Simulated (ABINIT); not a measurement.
# Ru (P6_3/mmc) in ABINIT: further runs, part 2 of 2

ABINIT 10.8.3 (patched build). Earlier steps stand in the parts before.

## Step 4: Band structure, PBE

The input, run.abi:

```
ndtset 2

pp_dirpath "./"
pseudos "Ru_ONCV_PBE-1.2.upf"

acell 3*1.0 Angstrom
rprim
     2.7058000000     0.0000000000     0.0000000000
    -1.3529000000     2.3432915376     0.0000000000
     0.0000000000     0.0000000000     4.2819000000
ntypat 1
znucl 44
natom 2
typat 1 1
xred
     0.6666666667     0.3333333333     0.7500000000
     0.3333333333     0.6666666667     0.2500000000

ecut 18.0

ixc 11

occopt 3
tsmear 0.05 eV

nstep 100

iomode 3
prtwf 0
prteig 0
prtebands 0
prtden1 1

kptopt1 1
ngkpt1 11 11 6
nshiftk1 1
shiftk1 0.0 0.0 0.0
nband1 20
tolvrs1 1.0e-10

iscf2 -2
getden2 1
nband2 26
nbdbuf2 4
tolwfr2 1.0e-11
kptopt2 -7
ndivsm2 5
prteig2 1
kptbounds2
     0.0000000000     0.0000000000     0.0000000000
     0.5000000000     0.0000000000     0.0000000000
     0.3333333333     0.3333333333     0.0000000000
     0.0000000000     0.0000000000     0.0000000000
     0.0000000000     0.0000000000     0.5000000000
     0.5000000000     0.0000000000     0.5000000000
     0.3333333333     0.3333333333     0.5000000000
     0.0000000000     0.0000000000     0.5000000000
```

Potentials or basis: SG15 NC PBE v1.2.

The run is started by

```console
abinit run.abi > log 2>&1
```

run.abo:

```text
.Version 10.8.3 of ABINIT
 DATASET    1 : space group P6_3/m m c (#194); Bravais hP (primitive hexag.)
================================================================================
 Values of the parameters that define the memory need for DATASET  1.
     intxc =       0    ionmov =       0      iscf =       7    lmnmax =       6
     lnmax =       6     mgfft =      32  mpssoang =       3    mqgrid =    3001
     natom =       2  nloc_mem =       1    nspden =       1   nspinor =       1
    nsppol =       1      nsym =      24    n1xccc =       0    ntypat =       1
    occopt =       3   xclevel =       2
       mpw =         689          nfft =       12800          nkpt =          64
================================================================================
================================================================================

 DATASET    2 : space group P6_3/m m c (#194); Bravais hP (primitive hexag.)
================================================================================
 Values of the parameters that define the memory need for DATASET  2.
     intxc =       0    ionmov =       0      iscf =      -2    lmnmax =       6
     lnmax =       6     mgfft =      32  mpssoang =       3    mqgrid =    3001
     natom =       2  nloc_mem =       1    nspden =       1   nspinor =       1
    nsppol =       1      nsym =      24    n1xccc =       0    ntypat =       1
    occopt =       3   xclevel =       2
[... 874 lines left out ...]
   1.34223    1.35699
 kpt#   4, nband= 26, wtk=  1.00000, kpt=  0.1667  0.0000  0.0000 (reduced coord)
  -2.10527   -2.09864   -1.01875   -0.99472   -0.99011   -0.98862   -0.98259   -0.98164
[... 249 lines left out ...]
  -2.10254   -2.10254   -1.00225   -1.00225   -0.98653   -0.98653   -0.98543   -0.98543
   0.37255    0.37255    0.45443    0.45443    0.48820    0.48820    0.49141    0.49141
   0.59986    0.59986    0.61149    0.61149    1.14097    1.14097    1.25117    1.25117
   1.33134    1.33134
 kpt#  55, nband= 26, wtk=  1.00000, kpt=  0.0303  0.0303  0.5000 (reduced coord)
  -2.10284   -2.10284   -1.00172   -1.00172   -0.98523   -0.98523   -0.98491   -0.98491
   0.36263    0.36263    0.46873    0.46873    0.48243    0.48243    0.48849    0.48849
   0.60103    0.60103    0.60407    0.60407    1.12911    1.12911    1.24719    1.24719
   1.35774    1.35775
 kpt#  56, nband= 26, wtk=  1.00000, kpt=  0.0000  0.0000  0.5000 (reduced coord)
  -2.10294   -2.10294   -1.00157   -1.00157   -0.98474   -0.98474   -0.98474   -0.98474
   0.35908    0.35908    0.47997    0.47997    0.47997    0.47997    0.48198    0.48198
   0.60149    0.60149    0.60149    0.60149    1.12454    1.12454    1.24548    1.24548
   1.36867    1.36867

== END DATASET(S) ==============================================================
================================================================================

 -outvars: echo values of variables after computation  --------
            acell      1.8897261259E+00  1.8897261259E+00  1.8897261259E+00 Bohr
           etotal1    -1.8865940801E+02
            fcart1    -1.5798135356E-28  3.0403525667E-29 -0.0000000000E+00
                       1.5798135356E-28 -3.0403525667E-29 -0.0000000000E+00
            rprim      2.7058000000E+00  0.0000000000E+00  0.0000000000E+00
                      -1.3529000000E+00  2.3432915376E+00  0.0000000000E+00
                       0.0000000000E+00  0.0000000000E+00  4.2819000000E+00
           strten1    -1.6143217547E-04 -1.6143217724E-04 -1.5877804723E-04
                       0.0000000000E+00  0.0000000000E+00  0.0000000000E+00
           xangst      1.3529000000E+00  7.8109717920E-01  3.2114250000E+00
                      -2.9837281572E-16  1.5621943584E+00  1.0704750000E+00
             xred      6.6666666667E-01  3.3333333333E-01  7.5000000000E-01
                       3.3333333333E-01  6.6666666667E-01  2.5000000000E-01
 Calculation completed.
```

Run time: 21 s. Hardware: 1 thread of Arm Neoverse V2, shared host; peak memory 0.11 GiB.

What came out:

* Free energy: -5133.6840 eV
* Pressure: 4.7 GPa
* Band gap on the k mesh: none (metal or under the smearing width)
* Valence electrons inside the program's atomic spheres: Ru 12.89 (radii [1.0584] Å)

Levels at the corners of the path, in eV from the Fermi level:
```tsv
point	band 12	band 13	band 14	band 15	band 16	band 17	band 18	band 19	band 20	band 21
Γ	-2.53	-2.36	-1.85	-1.85	-1.32	-1.32	1.25	1.25	1.37	10.38
M	-2.95	-2.01	-1.73	-1.46	1.49	1.90	1.97	4.13	6.20	11.22
K	-3.71	-2.77	-2.77	-1.01	1.07	1.07	1.50	7.10	7.35	7.35
Γ	-2.53	-2.36	-1.85	-1.85	-1.32	-1.32	1.25	1.25	1.37	10.38
A	-2.70	-2.70	-2.70	-2.64	-2.64	0.61	0.61	0.61	0.61	14.84
L	-4.47	-0.99	-0.99	0.52	0.52	1.74	1.74	3.47	3.47	10.64
H	-4.04	-2.65	-2.65	-1.12	-1.12	1.29	1.29	8.52	8.52	10.77
A	-2.70	-2.70	-2.70	-2.64	-2.64	0.61	0.61	0.61	0.61	14.84
```

## Step 5: Band structure, PBE

Edit run.abi of step 4 so:

```diff
@@ -3,3 +3,3 @@
 pp_dirpath "./"
-pseudos "Ru_ONCV_PBE-1.2.upf"
+pseudos "Ru.upf"
 
@@ -18,3 +18,3 @@
 
-ecut 18.0
+ecut 42.0
```

Potentials or basis: Ansatz NC PBE.

The run is started by

```console
abinit run.abi > log 2>&1
```

run.abo:

```text
[... set-up lines left out ...]
 ETOT  1  -201.94381603048    -2.019E+02 3.560E-01 2.230E+02
 ETOT  2  -202.11396311141    -1.701E-01 2.269E-01 1.593E+02
 ETOT  3  -202.16363930035    -4.968E-02 1.638E-02 2.064E-01
 ETOT  4  -202.16374032400    -1.010E-04 9.650E-02 3.521E-04
 ETOT  5  -202.16374073197    -4.080E-07 1.015E-02 7.960E-05
 ETOT  6  -202.16374075919    -2.722E-08 1.211E-02 4.708E-06
 ETOT  7  -202.16374076076    -1.574E-09 1.440E-03 1.365E-08
 ETOT  8  -202.16374076077    -9.436E-12 1.358E-03 6.974E-11

 At SCF step    8       vres2   =  6.97E-11 < tolvrs=  1.00E-10 =>converged.

 Cartesian components of stress tensor (hartree/bohr^3)
  sigma(1 1)= -1.52902858E-04  sigma(3 2)=  0.00000000E+00
  sigma(2 2)= -1.52902859E-04  sigma(3 1)=  0.00000000E+00
  sigma(3 3)= -1.49230180E-04  sigma(2 1)=  0.00000000E+00

--- !ResultsGS
iteration_state: {dtset: 1, }
comment   : Summary of ground state results
lattice_vectors:
- [  5.1132210,   0.0000000,   0.0000000, ]
- [ -2.5566105,   4.4281792,   0.0000000, ]
- [  0.0000000,   0.0000000,   8.0916183, ]
lattice_lengths: [   5.11322,    5.11322,    8.09162, ]
lattice_angles: [ 90.000,  90.000, 120.000, ] # degrees, (23, 13, 12)
lattice_volume:   1.8321252E+02
convergence: {deltae: -9.436E-12, res2:  6.974E-11, residm:  1.358E-03, diffor: null, }
etotal    :  -2.02163741E+02
entropy   :   0.00000000E+00
fermie    :   6.95707756E-01
cartesian_stress_tensor: # hartree/bohr^3
- [ -1.52902858E-04,   0.00000000E+00,   0.00000000E+00, ]
- [  0.00000000E+00,  -1.52902859E-04,   0.00000000E+00, ]
- [  0.00000000E+00,   0.00000000E+00,  -1.49230180E-04, ]
pressure_GPa:   4.4625E+00
xred      :
- [  6.6667E-01,   3.3333E-01,   7.5000E-01, Ru]
- [  3.3333E-01,   6.6667E-01,   2.5000E-01, Ru]
cartesian_forces: # hartree/bohr
- [  1.05320902E-28,   6.08070513E-29,  -0.00000000E+00, ]
- [ -1.05320902E-28,  -6.08070513E-29,  -0.00000000E+00, ]
[... 687 lines left out ...]
 Integrated electronic density in atomic spheres:
 ------------------------------------------------
 Atom  Sphere_radius  Integrated_density
    1        2.00000         12.88137052
    2        2.00000         12.88137052
================================================================================

 ----iterations are completed or convergence reached----

 Mean square residual over all n,k,spin=   46.607E-13; max=  99.873E-13
 reduced coordinates (array xred) for    2 atoms
       0.666666666667      0.333333333333      0.750000000000
       0.333333333333      0.666666666667      0.250000000000

 cartesian coordinates (angstrom) at end:
    1      1.35290000000000     0.78109717920000     3.21142500000000
    2     -0.00000000000000     1.56219435840000     1.07047500000000
 length scales=  1.889726125908  1.889726125908  1.889726125908 bohr
              =  1.000000000000  1.000000000000  1.000000000000 angstroms
 Eigenvalues (hartree) for nkpt=  56  k points:
 kpt#   1, nband= 26, wtk=  1.00000, kpt=  0.0000  0.0000  0.0000 (reduced coord)
  -1.99001   -1.98250   -0.90552   -0.87118   -0.87118   -0.86491   -0.86491   -0.86339
   0.40458    0.47013    0.60277    0.60277    0.60919    0.62783    0.62783    0.64713
   0.64713    0.74177    0.74177    0.74527    1.07708    1.24220    1.33265    1.35663
   1.53062    1.53233
 kpt#   2, nband= 26, wtk=  1.00000, kpt=  0.0556  0.0000  0.0000 (reduced coord)
  -1.98985   -1.98243   -0.90513   -0.87201   -0.87146   -0.86578   -0.86503   -0.86357
   0.40879    0.47337    0.59382    0.60619    0.61711    0.62595    0.63098    0.64303
   0.64450    0.70264    0.74341    0.79004    1.07645    1.24953    1.33752    1.36279
   1.49486    1.50662
 kpt#   3, nband= 26, wtk=  1.00000, kpt=  0.1111  0.0000  0.0000 (reduced coord)
  -1.98937   -1.98225   -0.90399   -0.87439   -0.87225   -0.86824   -0.86536   -0.86411
   0.42097    0.48227    0.58112    0.61629    0.61986    0.62779    0.62934    0.63748
   0.64026    0.67296    0.74760    0.83977    1.07442    1.26826    1.35026    1.37701
   1.43997    1.46096
 kpt#   4, nband= 26, wtk=  1.00000, kpt=  0.1667  0.0000  0.0000 (reduced coord)
  -1.98861   -1.98198   -0.90216   -0.87806   -0.87344   -0.87195   -0.86590   -0.86501
[... 249 lines left out ...]
  -1.98588   -1.98588   -0.88563   -0.88563   -0.86986   -0.86986   -0.86876   -0.86876
   0.48877    0.48877    0.57095    0.57095    0.60483    0.60483    0.60802    0.60802
   0.71662    0.71662    0.72822    0.72822    1.24344    1.24344    1.35884    1.35884
   1.43009    1.43011
 kpt#  55, nband= 26, wtk=  1.00000, kpt=  0.0303  0.0303  0.5000 (reduced coord)
  -1.98618   -1.98618   -0.88511   -0.88511   -0.86855   -0.86855   -0.86824   -0.86824
   0.47886    0.47886    0.58527    0.58527    0.59912    0.59912    0.60505    0.60505
   0.71781    0.71781    0.72084    0.72084    1.23060    1.23060    1.35574    1.35574
   1.45226    1.45299
 kpt#  56, nband= 26, wtk=  1.00000, kpt=  0.0000  0.0000  0.5000 (reduced coord)
  -1.98629   -1.98629   -0.88496   -0.88496   -0.86806   -0.86806   -0.86806   -0.86806
   0.47532    0.47532    0.59668    0.59668    0.59668    0.59668    0.59836    0.59836
   0.71828    0.71828    0.71828    0.71828    1.22572    1.22572    1.35434    1.35434
   1.46129    1.46129

== END DATASET(S) ==============================================================
================================================================================

 -outvars: echo values of variables after computation  --------
            acell      1.8897261259E+00  1.8897261259E+00  1.8897261259E+00 Bohr
           etotal1    -2.0216374076E+02
            fcart1     1.0532090237E-28  6.0807051334E-29 -0.0000000000E+00
                      -1.0532090237E-28 -6.0807051334E-29 -0.0000000000E+00
            rprim      2.7058000000E+00  0.0000000000E+00  0.0000000000E+00
                      -1.3529000000E+00  2.3432915376E+00  0.0000000000E+00
                       0.0000000000E+00  0.0000000000E+00  4.2819000000E+00
           strten1    -1.5290285789E-04 -1.5290285892E-04 -1.4923017987E-04
                       0.0000000000E+00  0.0000000000E+00  0.0000000000E+00
           xangst      1.3529000000E+00  7.8109717920E-01  3.2114250000E+00
                      -2.9837281572E-16  1.5621943584E+00  1.0704750000E+00
             xred      6.6666666667E-01  3.3333333333E-01  7.5000000000E-01
                       3.3333333333E-01  6.6666666667E-01  2.5000000000E-01
 Calculation completed.
```

It took 1.7 min on 1 thread of Arm Neoverse V2, shared host; peak memory 0.11 GiB.

Results:

* Free energy: -5501.1556 eV
* Pressure: 4.5 GPa
* Band gap on the k mesh: none (metal or under the smearing width)
* Valence electrons inside the program's atomic spheres: Ru 12.88 (radii [1.0584] Å)

Stress tensor (GPa, compression positive):
```
4.50 0.00 0.00
0.00 4.50 0.00
0.00 0.00 4.39
```

Levels at the corners of the path, in eV from the Fermi level:
```
point  band 13  band 14  band 15  band 16  band 17  band 18  band 19  band 20
    Γ    -2.35    -1.85    -1.85    -1.32    -1.32     1.25     1.25     1.35
    M    -2.01    -1.73    -1.45     1.50     1.91     1.99     4.13     6.19
    K    -2.77    -2.77    -1.01     1.08     1.08     1.51     7.08     7.30
    Γ    -2.35    -1.85    -1.85    -1.32    -1.32     1.25     1.25     1.35
    A    -2.69    -2.69    -2.65    -2.65     0.61     0.61     0.61     0.61
    L    -0.99    -0.99     0.51     0.51     1.75     1.75     3.46     3.46
    H    -2.65    -2.65    -1.12    -1.12     1.30     1.30     8.51     8.51
    A    -2.69    -2.69    -2.65    -2.65     0.61     0.61     0.61     0.61
```

## Step 6: The runs side by side

```csv
potentials or basis,cutoff (eV),gap on the mesh (eV),pressure (GPa)
PseudoDojo NC SR PBE v0.5 standard,1143,none,5.0
PseudoDojo NC SR PBE v0.5 stringent,1143,none,5.0
SG15 NC PBE v1.2,490,none,4.7
Ansatz NC PBE,1143,none,4.5
```

Alike in all rows: task band structure; level PBE; no spin polarisation; cell as given; k mesh 11 × 11 × 6; smearing fermi-dirac 0.05 eV.

Total energies depend on the potentials used, so only differences within one code and one set of settings carry meaning.
